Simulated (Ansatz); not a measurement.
SrF₂:
```
SrF2
1.0
    0.00000     2.89518     2.89518
    2.89518     0.00000     2.89518
    2.89518     2.89518     0.00000
Sr F
1 2
Cartesian
  0.00000   0.00000   0.00000
  1.44759   1.44759   1.44759
  4.34277   4.34277   4.34277
```

Relaxed with r²SCAN.

Problem. Map the electron localisation function on the plane through (0.000, 0.000, 0.000) spanned by u = [1, 0, 0] and v = [-1, 1, 1] in lattice vectors, from r²SCAN in the plane-wave PAW code Ansatz.

Solution. x is the fraction of u, y of v (the angle between them is 90°; rows are the nearest grid lines); atoms in the plane: Sr at (0.00, 0.00), F at (0.50, 0.25), F at (0.50, 0.75).
```
|016997200000002799610|
|037997100000001799730|
|999961026787620169999|
|999720168999861027999|
|987200489999984003689|
|542002799878997200245|
|000015898757898510000|
|000025799888997520000|
|000014689999986410000|
|000013578888875310000|
|000000011222110000000|
|000000000000000000000|
|000000000000000000000|
|000000011222110000000|
|000013578888875310000|
|000014689999986410000|
|000025799888997520000|
|000015898757898510000|
|542002799878997200245|
|986300489999984002789|
|999720168999861027999|
|999961026787620169999|
|037997100000001799730|
|016997200000002799610|
```
Scale: ten equal steps from 0.002 (start of '0') to 0.871 (end of '9'), in the order '0123456789'; x runs from 0.000 to 1.00, y from 0.000 (bottom) to 1.00 (top).

The density is the valence pseudo-density with augmentation charge, so density and ELF within about 1 Å of a nucleus are not all-electron values.

Space group Fm-3m (fluorite). The cell was relaxed with r²SCAN under the symmetry of its start; phonons on a q-mesh show no instability.

Potentials: the later of the program's two PAW sets.
